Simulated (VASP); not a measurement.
# CrO2 (P-3m1) in VASP: settings compared

One crystal, CrO2, is run at these levels: PBE+U, r2SCAN+U; tasks: single point.

All numbers are computed with VASP 6.6.1; they aren't measurements. Logs are shortened: lines on timing, memory, paths and dates and some standing lists are left out, and cuts for length are marked.

### Step 1. The structure

Symmetry: P-3m1, No. 164, trigonal system. Conventional cell: a = 2.780 Å, b = 2.780 Å, c = 4.485 Å, α = 90.00°, β = 90.00°, γ = 120.00°. Cr (site symmetry -3m) has 6 O at 1.96 Å as nearest neighbours. O (site symmetry 3m) has 3 Cr at 1.96 Å as nearest neighbours.

Measurements of this composition are mostly on another form, of space group No. 136.

### Step 2. Single point, PBE+U, collinear spin, ferromagnetic start

The input, INCAR:

```
SYSTEM = CrO2
ALGO = Normal
EDIFF = 1E-7
ENCUT = 520
GGA = PE
ISIF = 2
ISMEAR = 0
ISPIN = 2
LASPH = .TRUE.
LCHARG = .TRUE.
LDAU = .TRUE.
LDAUJ = 0 0
LDAUL = 2 -1
LDAUPRINT = 1
LDAUTYPE = 2
LDAUU = 3 0
LELF = .TRUE.
LMAXMIX = 4
LORBIT = 11
LREAL = .FALSE.
LVHAR = .TRUE.
LWAVE = .FALSE.
MAGMOM = 3 0 0
NBANDS = 23
NELM = 100
NUPDOWN = 1
PREC = Accurate
SIGMA = 0.05
```

The input, KPOINTS:

```
k-points
0
G
  8 8 4
  0 0 0
```

The input, POSCAR:

```
CrO2
1.0
    2.7798784700      0.0000000000      0.0000000000
   -1.3899392400      2.4074453800      0.0000000000
    0.0000000000      0.0000000000      4.4845209400
Cr O
1 2
Direct
    0.0000000000      0.0000000000      0.0000000000
    0.3333333333      0.6666666667      0.2520000000
    0.6666666667      0.3333333333      0.7480000000
```

Potentials or basis: VASP PAW PBE potentials, release 64 (Cr_pv, O).

The run is started by

```console
cat potpaw_PBE.64/Cr_pv/POTCAR potpaw_PBE.64/O/POTCAR > POTCAR
mpirun -np 1 vasp_std > vasp.out
```

OUTCAR:

```text
SYSTEM = CrO2
   EDIFF = 1E-7
   ENCUT = 520
   GGA = PE
   ISIF = 2
   ISMEAR = 0
   ISPIN = 2
   LASPH = .TRUE.
   LORBIT = 11
   LREAL = .FALSE.
   NELM = 100
   NUPDOWN = 1
   PREC = Accurate

 ion  position               nearest neighbor table
   1  0.000  0.000  0.000-   3 1.96   2 1.96   3 1.96   2 1.96   3 1.96   2 1.96
   2  0.333  0.667  0.252-   1 1.96   1 1.96   1 1.96
   3  0.667  0.333  0.748-   1 1.96   1 1.96   1 1.96

  LATTYP: Found a hexagonal cell.
 ALAT       =     2.7798784700
 C/A-ratio  =     1.6132075515

  Lattice vectors:

 A1 = (   2.7798784700,   0.0000000000,   0.0000000000)
 A2 = (  -1.3899392400,   2.4074453800,   0.0000000000)
 A3 = (   0.0000000000,   0.0000000000,   4.4845209400)

Analysis of symmetry for initial positions (statically):
=====================================================================
 Subroutine PRICEL returns:
 Original cell was already a primitive cell.

 Routine SETGRP: Setting up the symmetry group for a
 hexagonal supercell.

 Subroutine GETGRP returns: Found 12 space group operations
 (whereof 12 operations were pure point group operations)
 out of a pool of 24 trial point group operations.

The static configuration has the point symmetry D_3d.

Analysis of symmetry for dynamics (positions and initial velocities):
=====================================================================
 Subroutine PRICEL returns:
 Original cell was already a primitive cell.

 Routine SETGRP: Setting up the symmetry group for a
 hexagonal supercell.

 Subroutine GETGRP returns: Found 12 space group operations
 (whereof 12 operations were pure point group operations)
 out of a pool of 24 trial point group operations.

The dynamic configuration has the point symmetry D_3d.

Analysis of structural, dynamic, and magnetic symmetry:
=====================================================================
 Subroutine PRICEL returns:
 Original cell was already a primitive cell.

 Routine SETGRP: Setting up the symmetry group for a
 hexagonal supercell.

 Subroutine GETGRP returns: Found 12 space group operations
 (whereof 12 operations were pure point group operations)
 out of a pool of 24 trial point group operations.

The overall configuration has the point symmetry D_3d.

 Subroutine INISYM returns: Found 12 space group operations
 (whereof 12 operations are pure point group operations),
 and found     1 'primitive' translations

----------------------------------------------------------------------------------------

                                     Primitive cell

  volume of cell :      30.0122

  direct lattice vectors                    reciprocal lattice vectors
     2.779878470  0.000000000  0.000000000     0.359727956  0.207689033  0.000000000
    -1.389939240  2.407445380  0.000000000     0.000000000  0.415378064  0.000000000
     0.000000000  0.000000000  4.484520940     0.000000000  0.000000000  0.222989259

  length of vectors
     2.779878470  2.779878477  4.484520940     0.415378065  0.415378064  0.222989259

  position of ions in fractional coordinates (direct lattice)
     0.000000000  0.000000000  0.000000000
     0.333333333  0.666666667  0.252000000
     0.666666667  0.333333333  0.748000000

  ion indices of the primitive-cell ions
   primitive index   ion index
                 1           1
                 2           2
                 3           3

----------------------------------------------------------------------------------------

 KPOINTS: k-points

Automatic generation of k-mesh.
[... 71 lines left out ...]
   NFREE  =      0    steps in history (QN), initial steepest desc. (CG)
   ISIF   =      2    stress and relaxation
   ISYM   =      2    0-nonsym 1-usesym 2-fastsym
   POTIM  = 0.5000    time-step for ionic-motion
   TEBEG  =    0.0;   TEEND  =   0.0 temperature during run
   PSTRESS=    0.0 pullay stress
   NELECT =      24.0000    total number of electrons
   NUPDOWN=       1.0000    fix difference up-down
   EMIN   =  10.00;   EMAX   =-10.00  energy-range for DOS
   EFERMI =   0.00;   METHOD = LEGACY
   ISMEAR =     0;   SIGMA  =   0.05  broadening in eV -4-tet -1-fermi 0-gaus
   EFERMI_NEDOS =   21; number of points for ismear=-14 and -15
   IALGO  =     38    algorithm
   IMIX   =      4    mixing-type and parameters
     AMIX     =   0.40;   BMIX     =  1.00
     AMIX_MAG =   1.60;   BMIX_MAG =  1.00
  volume/ion in A,a.u.               =      10.00        67.51
  Fermi-wavevector in a.u.,A,eV,Ry     =   1.519541  2.871516 31.415926  2.309005
  Thomas-Fermi vector in A             =   2.628513
   LORBIT       =     11    0 simple, 1 ext, 2 COOP (PROOUT), +10 PAW based schemes
 LDA+U is selected, type is set to LDAUTYPE =  2
   angular momentum for each species LDAUL =     2   -1
   U (eV)           for each species LDAUU =   3.0  0.0
   J (eV)           for each species LDAUJ =   0.0  0.0
   GGA     = PE    functional components
   LHFCALC =     F    Hartree Fock is set to
   AEXX    =    0.0000 exact exchange contribution
   IVDW    =     0    specifies the selected vdW correction
   LEPSILON=     F    determine dielectric tensor
   LRPA    =     F    only Hartree local field effects (RPA)
 spin polarized calculation
 Gauss-broadening in eV      SIGMA  =   0.05
  energy-cutoff  :      520.00
  volume of cell :       30.01
 maximum number of plane-waves:       819
 NGX is ok and might be reduce to    24
   NGX = 11   NGY = 11   NGZ = 17

atom =   1  type =  1  l = 2

 onsite density matrix

spin component  1

  0.6650  0.0000  0.0000  0.2030 -0.0000
  0.0000  0.5558  0.0000 -0.0000  0.2030
  0.0000  0.0000  0.1524  0.0000  0.0000
  0.2030 -0.0000  0.0000  0.5558 -0.0000
 -0.0000  0.2030  0.0000 -0.0000  0.6650

spin component  2

  0.1951 -0.0000  0.0000 -0.1071  0.0000
 -0.0000  0.2568 -0.0000 -0.0000 -0.1071
  0.0000 -0.0000  0.5647 -0.0000  0.0000
 -0.1071 -0.0000 -0.0000  0.2568  0.0000
  0.0000 -0.1071  0.0000  0.0000  0.1951

 occupancies and eigenvectors

  o =  0.1145  v =  0.0000  0.0000  0.0000  0.0000  0.0000 -0.7459 -0.2156  0.0000 -0.5613 -0.2866      0.0000  0.0000  0.0000  0.0000  0.0000  0.0000  0.0000  0.0000  0.0000  0.0000
  o =  0.1145  v =  0.0000  0.0000  0.0000  0.0000  0.0000 -0.2866  0.5613 -0.0000 -0.2156  0.7459      0.0000  0.0000  0.0000  0.0000  0.0000  0.0000  0.0000  0.0000  0.0000  0.0000
  o =  0.1524  v =  0.0000 -0.0000 -1.0000 -0.0000  0.0000  0.0000  0.0000  0.0000  0.0000  0.0000      0.0000  0.0000  0.0000  0.0000  0.0000  0.0000  0.0000  0.0000  0.0000  0.0000
  o =  0.3374  v =  0.0000  0.0000  0.0000  0.0000  0.0000 -0.5613  0.2866  0.0000  0.7459 -0.2156      0.0000  0.0000  0.0000  0.0000  0.0000  0.0000  0.0000  0.0000  0.0000  0.0000
  o =  0.3374  v =  0.0000  0.0000  0.0000  0.0000  0.0000 -0.2156 -0.7459 -0.0000  0.2866  0.5613      0.0000  0.0000  0.0000  0.0000  0.0000  0.0000  0.0000  0.0000  0.0000  0.0000
  o =  0.4002  v =  0.5679 -0.2846  0.0000 -0.7408  0.2182  0.0000  0.0000  0.0000  0.0000  0.0000      0.0000  0.0000  0.0000  0.0000  0.0000  0.0000  0.0000  0.0000  0.0000  0.0000
  o =  0.4002  v = -0.2182 -0.7408  0.0000  0.2846  0.5679  0.0000  0.0000  0.0000  0.0000  0.0000      0.0000  0.0000  0.0000  0.0000  0.0000  0.0000  0.0000  0.0000  0.0000  0.0000
  o =  0.5647  v =  0.0000  0.0000  0.0000  0.0000  0.0000  0.0000 -0.0000  1.0000 -0.0000  0.0000      0.0000  0.0000  0.0000  0.0000  0.0000  0.0000  0.0000  0.0000  0.0000  0.0000
  o =  0.8206  v = -0.7408 -0.2182 -0.0000 -0.5679 -0.2846  0.0000  0.0000  0.0000  0.0000  0.0000      0.0000  0.0000  0.0000  0.0000  0.0000  0.0000  0.0000  0.0000  0.0000  0.0000
  o =  0.8206  v =  0.2846 -0.5679 -0.0000  0.2182 -0.7408  0.0000  0.0000  0.0000  0.0000  0.0000      0.0000  0.0000  0.0000  0.0000  0.0000  0.0000  0.0000  0.0000  0.0000  0.0000

 number of electron      24.0000002 magnetization       0.9999984

 Free energy of the ion-electron system (eV)
  ---------------------------------------------------
  ext. energy  EPLUGINS =         0.00000000
  ---------------------------------------------------
  free energy    TOTEN  =       -20.98241545 eV

  energy without entropy =      -20.97712026  energy(sigma->0) =      -20.97976786

 E-fermi :   4.9639     XC(G=0): -11.5999

 val. band max:        4.9577138888   @ k =   0.2500   0.2500   0.2500
 cond. band min:       4.2104128181   @ k =   0.2500   0.0000   0.5000
 fundamental gap:     -0.7473010707
 Fermi energy:         4.1867356170

 spin component 1

 k-point     1 :       0.0000    0.0000    0.0000
  band No.  band energies     occupation
      1     -39.7236      1.00000
      2     -39.7236      1.00000
      3     -39.3270      1.00000
      4     -14.6015      1.00000
      5     -12.7301      1.00000
      6      -1.4563      1.00000
[... 1241 lines left out ...]
     22      22.8123      0.00000
     23      23.2579      0.00000

 [... further k-points ...]

------------------------ aborting loop because EDIFF is reached ----------------------------------------

  FORCE on cell =-STRESS in cart. coord.  units (eV):
  Direction    XX          YY          ZZ          XY          YZ          ZX
  --------------------------------------------------------------------------------------
  -------------------------------------------------------------------------------------
  Total        1.3175564      1.3175565     -3.6188781     -0.0000000      0.0000000     -0.0000000
  in kB       70.3366216     70.3366219   -193.1907055     -0.0000001      0.0000000     -0.0000000
  external PRESSURE =     -17.5058207 kB  Pullay stress =       0.0000000 kB

 VOLUME and BASIS-vectors are now :
 -----------------------------------------------------------------------------
  energy-cutoff  :      520.00
  volume of cell :       30.01
      direct lattice vectors                 reciprocal lattice vectors
     2.779878470  0.000000000  0.000000000     0.359727956  0.207689033  0.000000000
    -1.389939240  2.407445380  0.000000000     0.000000000  0.415378064  0.000000000
     0.000000000  0.000000000  4.484520940     0.000000000  0.000000000  0.222989259

 POSITION                                       TOTAL-FORCE (eV/Angst)
 -----------------------------------------------------------------------------------
      0.00000      0.00000      0.00000         0.000000      0.000000      0.000000
     -0.00000      1.60496      1.13010         0.000000      0.000000     -2.212191
      1.38994      0.80248      3.35442        -0.000000     -0.000000      2.212191
 -----------------------------------------------------------------------------------
    total drift:                                0.000000     -0.000000      0.000000

  FREE ENERGIE OF THE ION-ELECTRON SYSTEM (eV)
  ---------------------------------------------------
  free  energy   TOTEN  =       -20.9824154535 eV

  energy  without entropy=      -20.9771202597  energy(sigma->0) =      -20.97976786

 total charge

# of ion       s       p       d       tot
------------------------------------------
    1        0.365   6.427   4.026  10.818
    2        1.590   3.362   0.000   4.952
    3        1.590   3.362   0.000   4.952
--------------------------------------------------
tot          3.545  13.151   4.026  20.723

 magnetization (x)

# of ion       s       p       d       tot
------------------------------------------
    1        0.010   0.006   1.124   1.140
    2       -0.000  -0.073   0.000  -0.073
    3       -0.000  -0.073   0.000  -0.073
--------------------------------------------------
tot          0.010  -0.139   1.124   0.994
```

Wall time 65 s (1 thread of Intel Xeon Platinum 8259CL at 2.50GHz (Skylake/Cascade Lake), shared host); peak memory 0.18 GiB.

Results:

| Quantity | Value |
| --- | --- |
| Free energy | -20.9824 eV |
| Pressure | -1.8 GPa |
| Largest force | 2.212 eV/Å |
| Net moment | 1.00 μB per cell |
| Site moments | Cr +1.14; O -0.07 μB |
| Valence electrons inside the program's atomic spheres | Cr 10.82; O 4.95 |

Forces in eV/Å, atoms in the order of the input:
```
Cr   0.000  0.000  0.000
O    0.000  0.000 -2.212
O    0.000  0.000  2.212
```

Eigenvalues of the final occupation matrices:
```
    site  spin  trace               eigenvalues
site 1 d     1   2.59  0.15 0.40 0.40 0.82 0.82
site 1 d     2   1.47  0.11 0.11 0.34 0.34 0.56
```

Caveat: the moment is held away from its start; the total moment is fixed, so each spin has its own Fermi level; a cell with one magnetic atom can't hold antiferromagnetic order, which such compounds often take; forces of over 1 eV/Å show positions far from the minimum, so gaps and moduli don't describe the material at rest.

### Step 3. Single point, r2SCAN+U, collinear spin, ferromagnetic start

The input, INCAR:

```
SYSTEM = CrO2
PREC     = Accurate       ! precision mode
ENCUT    = 520            ! plane-wave cutoff, eV
EDIFF    = 1E-6           ! SCF threshold, eV
ISMEAR   = 0              ! smearing method
SIGMA    = 0.05           ! smearing width, eV
LREAL    = .FALSE.        ! projectors in reciprocal space
LASPH    = .TRUE.         ! aspherical terms in the spheres
NELM     = 100            ! most SCF steps
ALGO     = Normal         ! electronic algorithm
ISIF     = 2              ! what is computed and relaxed
LWAVE    = .FALSE.        ! write WAVECAR
LCHARG   = .FALSE.        ! write CHGCAR
ISPIN    = 2              ! spin polarisation
MAGMOM   = 3 0 0          ! initial moments
LORBIT   = 11             ! projections on sites
LMAXMIX  = 4              ! l up to which the mixer works
LDAU     = .TRUE.         ! DFT+U
LDAUTYPE = 2            
LDAUL    = 2 -1           ! shell
LDAUU    = 7 0            ! U, eV
LDAUJ    = 0 0          
LDAUPRINT= 1            
METAGGA  = R2SCAN         ! meta-GGA
LMIXTAU  = .TRUE.       
NBANDS   = 23             ! bands
```

The input, KPOINTS:

```
regular mesh
0
G
  8 8 4
  0 0 0
```

POSCAR is that of step 2.

Potentials or basis: VASP PAW PBE potentials, release 64 (Cr_pv, O).

The run is started by

```console
cat potpaw_PBE.64/Cr_pv/POTCAR potpaw_PBE.64/O/POTCAR > POTCAR
mpirun -np 1 vasp_std > vasp.out
```

Run time: 4.3 min. Hardware: 1 thread of Intel Xeon Platinum 8259CL at 2.50GHz (Skylake/Cascade Lake), shared host; peak memory 0.2 GiB.

The run converged. Its results:

```
Free energy                                           : -27.2329 eV
Pressure                                              : 20.0 GPa
Largest force                                         : 0.834 eV/Å
Band gap on the k mesh                                : none (metal or under the smearing width)
Net moment                                            : 1.98 μB per cell
Site moments                                          : Cr +3.08; O -0.47 μB
Valence electrons inside the program's atomic spheres : Cr 10.99; O 4.98
```

Forces on the atoms (eV/Å):
```
Cr   0.000  0.000  0.000
O    0.000  0.000 -0.834
O    0.000  0.000  0.834
```

Stress tensor (GPa, compression positive):
```
33.51  0.00  0.00
 0.00 33.51  0.00
 0.00  0.00 -6.98
```

Levels at points of the mesh, in eV from the Fermi level:
Spin up:
```tsv
k point	band 11	band 12	band 13	band 14	band 15	band 16
(0.00, 0.00, 0.00)	-1.02	0.33	0.33	0.67	1.55	5.12
(0.50, 0.00, 0.00)	-1.65	-1.53	-1.03	-0.39	1.55	5.43
(0.00, 0.00, 0.50)	-1.69	0.14	0.17	0.17	1.58	5.28
(0.50, 0.00, 0.50)	-1.32	-1.01	-0.68	-0.33	1.55	5.29
```
Spin down:
```
           k point  band 7  band 8  band 9  band 10  band 11  band 12  band 13  band 14  band 15  band 16
(0.00, 0.00, 0.00)   -2.61   -2.61   -0.79    -0.79    -0.66     6.70     6.70     6.92     7.23     7.23
(0.50, 0.00, 0.00)   -3.55   -2.64   -2.52    -2.42    -1.96     5.41     7.39     7.52     7.77     8.38
(0.00, 0.00, 0.50)   -2.78   -2.51   -2.51    -0.94    -0.94     6.68     6.68     7.05     7.33     7.33
(0.50, 0.00, 0.50)   -4.40   -2.69   -2.47    -1.63    -1.45     5.48     7.38     7.40     7.80     8.39
```

Eigenvalues of the final occupation matrices:
| site | spin | trace | eigenvalues |
| --- | --- | --- | --- |
| site 1 d | 1 | 3.52 | 0.37 0.37 0.92 0.93 0.93 |
| site 1 d | 2 | 0.55 | 0.04 0.05 0.05 0.21 0.21 |

Caveat: the PAW data sets were made with another functional, which shifts forces and pressure a little; a cell with one magnetic atom can't hold antiferromagnetic order, which such compounds often take. The state reached can hang on the start; a lower one may exist.
